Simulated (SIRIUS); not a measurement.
**Ta in SIRIUS: the effect of dispersion**

Ta:

```
Ta
1.0
    -1.65128    1.65128    1.65128
     1.65128   -1.65128    1.65128
     1.65128    1.65128   -1.65128
Ta
1
Direct
  0.00000 0.00000 0.00000
```

Alike in all runs:

| Property | Result |
| --- | --- |
| Program | SIRIUS 7.12.0 |
| Task | equation of state |
| Functional | PBE |
| Potentials or basis | all-electron FP-LAPW |
| Cutoff | 170 eV |
| Basis | apw+lo standard |
| k mesh | 11 × 11 × 11 |
| Occupations | fermi-dirac, width 0.05 eV |
| Spin | no spin polarisation |

| dispersion | V0 of scaled cells (Å³/atom) | B0 (GPa) |
| --- | --- | --- |
| none | ? | ? |
| D3 | 17.64 | 212 |
| D3(BJ) | 17.69 | 208 |
| D4 | 17.98 | 200 |

What does the run with dispersion none give?

V0 of scaled cells 18.24 Å³/atom; B0 193 GPa.
